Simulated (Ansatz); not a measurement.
# Relaxation of ZrSiO4

Aim: in ZrSiO4, a database structure at a slightly changed volume, relax the atoms in a fixed cell, then read levels, charges and fields where it ends.

Program: Ansatz 0.2.0. Level of theory: DFT, PBE, no spin polarisation, plane waves, PAW. These are calculated values, not measurements.

### 1 The structure

Symmetry: I4_1/amd, No. 141, tetragonal system. The conventional cell has a = 6.671 Å, b = 6.671 Å, c = 6.039 Å, α = 90.00°, β = 90.00°, γ = 90.00°. Around Zr (site symmetry -4m2) lie 8 O at 2.15 to 2.29 Å. Around Si (site symmetry -4m2) lie 4 O at 1.64 Å. O (site symmetry m) has 1 Si at 1.64 Å and 2 Zr at 2.15 to 2.29 Å as nearest neighbours.

Its coordinates follow in the input file.

It starts from an earlier solution of the starting cell (checkpoint.read).

### 2 The relaxation

input.yaml

```yaml
crystal:
  lattice:
    - [-3.335539, 3.335539, 3.019557]
    - [3.335539, -3.335539, 3.019557]
    - [3.335539, 3.335539, -3.019557]
  atoms:
    - { symbol: Zr, position: [0.875, 0.125, 0.75] }
    - { symbol: Zr, position: [0.125, 0.875, 0.25] }
    - { symbol: Si, position: [0.375, 0.625, 0.75] }
    - { symbol: Si, position: [0.625, 0.375, 0.25] }
    - { symbol: O, position: [0.26119, 0.19533, 0.06586] }
    - { symbol: O, position: [0.19533, 0.62947, 0.93414] }
    - { symbol: O, position: [0.62947, 0.19533, 0.43414] }
    - { symbol: O, position: [0.19533, 0.26119, 0.56586] }
    - { symbol: O, position: [0.73881, 0.80467, 0.93414] }
    - { symbol: O, position: [0.80467, 0.73881, 0.43414] }
    - { symbol: O, position: [0.37053, 0.80467, 0.56586] }
    - { symbol: O, position: [0.80467, 0.37053, 0.06586] }
  symmetry: { tolerance: 0.0003 }
kpoints:
  mp_grid: { grid: [4, 4, 4], shift: [0, 0, 0] }
magnetization:
  spin_polarized: false
scf:
  occupations: { method: fermi_dirac }
  lower_state_search: "off"
hamiltonian:
  pseudopotentials: { kind: paw }
  xc: pbe
basis:
  ecutwfc: 420
  fft_grid_basis: typed
relax:
  max_steps: 40
output:
  forces: true
  stress: true
  eigenvalues: true
  bader: true
  populations: true
  elf: true
  write_potential: true
  volumetric_format: npy
  dos:
    e_range: [-12, 8]
    de: 0.05
    projected: { site_lists: { O: [O], Si: [Si], Zr: [Zr] } }
  write_density: true
checkpoint:
  read: saved_state
```

Run with:

```console
$ ansatz run input.yaml --threads 2 --pin off --max-ram 2560MiB --backend cpu --events-out ev --progress --plain --runs-dir out
```

Standard output, cut to the lines that bear on the results:

```text
Warning: output.stress: scf.convergence.dr2_threshold = 1e-7 eV (the SCF's general default) is looser than the 1.2e-9 eV advised for a printed stress (1e-10 eV for each atom of the cell: 12). What an SCF threshold leaves in a stress goes as its square root, and in the free energy as the [...]
Warning: checkpoint.read: basis.xc_grid differs: saved 1, current 2 (points along each axis for each point of the dense box; where the key is left out runs that use forces, runs that use the stress, dielectric runs by a finite field, finite-displacement phonons, runs of [...]
Warning: RAYON_NUM_THREADS=2 ignored (pool sized by the plan → 2); use --threads N
[...]
Pseudopotentials: kind: paw
Pseudopotential: Zr, paw, valence charge 12, recommended cutoff 420 eV (normal), Zr.paw.azcp
Pseudopotential: Si, paw, valence charge 4, recommended cutoff 420 eV (normal), Si.paw.azcp
Pseudopotential: O, paw, valence charge 6, recommended cutoff 420 eV (normal), O.paw.azcp
Functional definition: PBE
[...]
Crystal: 12 atoms, lattice volume = 134.380 Å³
Basis set: ecut = 420 eV, 2627 PW (Γ), exchange–correlation on 80×80×80 points (8 copies of the dense FFT grid, shifted against one another)
Bands: 52, of which v1, the nominal top of the filled ones, is band 40 counted from 1 (39 counted from 0)
Symmetry: 16 space group operations
Space group: I41/amd (ITA 141), of the structure as read, at distance tolerance 1.5e-3 Å
k-points: 13 of 64
[...]
SCF iter   1: F=—  HF=-14196.437507 eV  |F-HF|=—  |Δ(HF+E_count)|=         —  Δρ=6.25e-4  dr2=9.49e-5  ethr=7.48e-7  ⟨swp⟩=3.4  Hψ=4333  notcnv=0
[...]
relax step   1: F+E_penalty+E_count = -14196.43895465 eV  Δ(F+E_penalty+E_count) = +0.000e0 eV  max|allowed force component| = 3.708e-2 eV/Å  Δτ_max = 0.0000 Å  (5 SCF iters, accepted)
[...]
relax step   2: F+E_penalty+E_count = -14196.43927704 eV  Δ(F+E_penalty+E_count) = -3.224e-4 eV  max|allowed force component| = 2.276e-2 eV/Å  Δτ_max = 0.0013 Å  (4 SCF iters, accepted)
[...]
SCF iter   3: F=—  HF=-14196.439506 eV  |F-HF|=—  |Δ(HF+E_count)|=   1.63e-5  Δρ=4.03e-5  dr2=1.36e-6  ethr=4.70e-8  ⟨swp⟩=2.2  Hψ=985  notcnv=0
```

### 3 The output, continued

Output, continued, cut to the lines that bear on the results:

```text
SCF iter   4: F=—  HF=-14196.439506 eV  |F-HF|=—  |Δ(HF+E_count)|=   1.94e-7  Δρ=1.37e-5  dr2=1.67e-7  ethr=1.70e-9  ⟨swp⟩=2.0  Hψ=1055  notcnv=0
SCF iter   5: F=-14196.439506 eV  HF=-14196.439506 eV  |F-HF|=4.53e-9  |Δ(HF+E_count)|=   1.28e-8  Δρ=2.86e-6  dr2=1.11e-8  ethr=1.25e-10  ⟨swp⟩=12.3  Hψ=4261  notcnv=0
[...]
relax step   3: F+E_penalty+E_count = -14196.43950624 eV  Δ(F+E_penalty+E_count) = -2.292e-4 eV  max|allowed force component| = 4.747e-3 eV/Å  Δτ_max = 0.0025 Å  (5 SCF iters, accepted)
SCF converged after 5 iterations
Free energy (F): -14196.439506 eV
[...]
E sigma→0 (E₀):  -14196.439506 eV
Fermi energy:    9.970792 eV
[...]
--- Forces (eV/Å), atoms counted from 1 ---
  atom   1  Zr     0.00000000    -0.00000000     0.00000000
  atom   2  Zr    -0.00000000    -0.00000000     0.00000000
  atom   3  Si     0.00000000    -0.00000000     0.00000000
[...]
    - { symbol: O, position: [0.805184940108739, 0.37136774546554996, 0.06618280535681098] }
--- Löwdin populations: 12 sites ---
  site symbol       q [e]
     0     Zr     10.4269
     1     Zr     10.4269
     2     Si      2.3505
     3     Si      2.3505
     4      O      6.7258
     5      O      6.7258
     6      O      6.7258
     7      O      6.7258
     8      O      6.7258
     9      O      6.7258
    10      O      6.7258
    11      O      6.7258
  spilling = 0.007984 (of n_electrons = 80.000000)
--- Bader charges: 12 sites ---
  site symbol  charge [e]  shift [e]
     0     Zr      2.6778     0.0005
     1     Zr      2.6778     0.0005
     2     Si      3.2400     0.0116
     3     Si      3.2400     0.0116
     4      O     -1.4794     0.0030
     5      O     -1.4794     0.0030
     6      O     -1.4794     0.0030
     7      O     -1.4794     0.0030
     8      O     -1.4794     0.0030
     9      O     -1.4794     0.0030
    10      O     -1.4794     0.0030
    11      O     -1.4794     0.0030
  estimated error of the sums over rays = 4.4e-4 e
```

Run time: 48 s. Hardware: 2 threads of Arm Neoverse V2, shared host; peak memory 0.47 GiB.

Relaxation path:

```
step  energy from step 1 (eV/cell)  largest force component (eV/Å)
   1                        0.0000                          0.0371
   2                       -0.0003                          0.0228
   3                       -0.0006                          0.0047
```

Step 1 is the start.

### 4 Density of states

States per cell by energy window, from dos.tsv and pdos.tsv (tetrahedra; eV from the Fermi level):

```
 from    to  total    O p  Zr d
-10.0  -9.0   0.70   0.45  0.07
 -9.0  -8.0   3.19   2.09  0.23
 -8.0  -7.0   4.34   3.10  0.46
 -7.0  -6.0   5.63   4.23  0.53
 -6.0  -5.0   8.21   6.57  0.80
 -5.0  -4.0   9.11   7.77  0.88
 -4.0  -3.0  10.95  10.07  0.46
 -3.0  -2.0   5.84   5.63  0.10
 -2.0  -1.0   0.00   0.00  0.00
 -1.0   0.0   0.00   0.00  0.00
  0.0   1.0   0.00   0.00  0.00
  1.0   2.0   0.00   0.00  0.00
  2.0   3.0   3.86   0.44  3.14
  3.0   4.0   7.73   0.80  5.85
  4.0   5.0   5.11   0.94  3.27
  5.0   6.0   3.56   0.52  2.00
```

On the mesh the valence top lies at -2.24 eV and the conduction bottom at 2.38 eV on this scale.

### 5 Atomic charges

Gathered by element (positive charge: electrons given up): Löwdin charges also hold the electrons that the projection spills.

| element | atoms | Bader charge (e) | Bader volume (Å³) | Löwdin charge (e) |
| --- | --- | --- | --- | --- |
| Zr | 2 | +2.68 | 9.9 | +1.57 |
| Si | 2 | +3.24 | 3.1 | +1.65 |
| O | 8 | -1.48 | 13.6 | -0.73 |

The Löwdin projection spills 0.8 % of the electrons and depends on the orbitals chosen; where it disagrees with Bader's partition, neither is an observable.

### 6 Fields in real space

Maps in the plane spanned by a and b at height 0.750 along c (axes of the input's cell), one cell: a runs left to right (17 points from zero), b bottom to top (17 points), 115° apart. Near the nuclei they are pseudo-fields.

Valence density. Ten steps from '0' (0.03 e/Å³) to '9' (4.16 e/Å³), finer at the low end (step k begins (100^(k/10) - 1)/99 of the way up):
```
21000134554346643
10000245554344321
00001345544443211
00012455555554210
01234443455553100
13445411455532000
34555312444320001
45555444432100002
45545554321000012
44445554210000123
43345553100011234
64445532000112467
86434320000124799
96322100001247999
84211000012369999
63110001223479999
32100013444468986
```

ELF. Ten even steps from '0' (0.01) to '9' (0.83):
```
00000157873014420
00000268851011000
00000368621343100
00001356324775100
01233211157885100
15665122278863000
47886120256530001
68863122222100002
67522575200000002
33114786200000001
10037885100000000
51147863000000157
94135530000002999
94011100000019947
92000000000059407
50000001221079779
00000014663159995
```

Atoms within 0.2 Å of the plane, in fractions of a and b: Zr at (0.87, 0.12), Si at (0.37, 0.62).

Along short contacts, where the density is least:

```csv
contact,length (Å),minimum at (fraction),density (e/Å³),ELF
Si3–O6,1.639,none clear,–,–
Zr1–O5,2.151,0.53,0.562,0.21
```

### 7 Summary of results

| quantity | value |
| --- | --- |
| moves | 2 |
| energy gained | 0.0 meV/atom |
| largest move | 0.00 Å |
| space group (0.01 Å), before / after | I4_1/amd / I4_1/amd |
| pressure left in the fixed cell | -0.2 GPa |
| gap (mesh) | 4.62 eV, indirect |
| least direct gap | 4.81 eV |
| Bader charges | Zr +2.68, Si +3.24, O -1.48 e |

**Reading.** In the fixed cell the atoms end where they began within the cell. With 16 symmetry operations imposed, the end may be a saddle point towards distortions that break them. The levels show a gap of 4.62 eV, with the least direct gap at 4.81 eV; within 0.7 eV of the edges the states project mainly on O p (96 %) below and Zr d (81 %) above. Gaps from semilocal functionals tend to lie below the measured ones. By Bader's partition Si gives up most (+3.24 e) and O takes most (-1.48 e).

Limits of this run: the SCF threshold is loose for a stress.
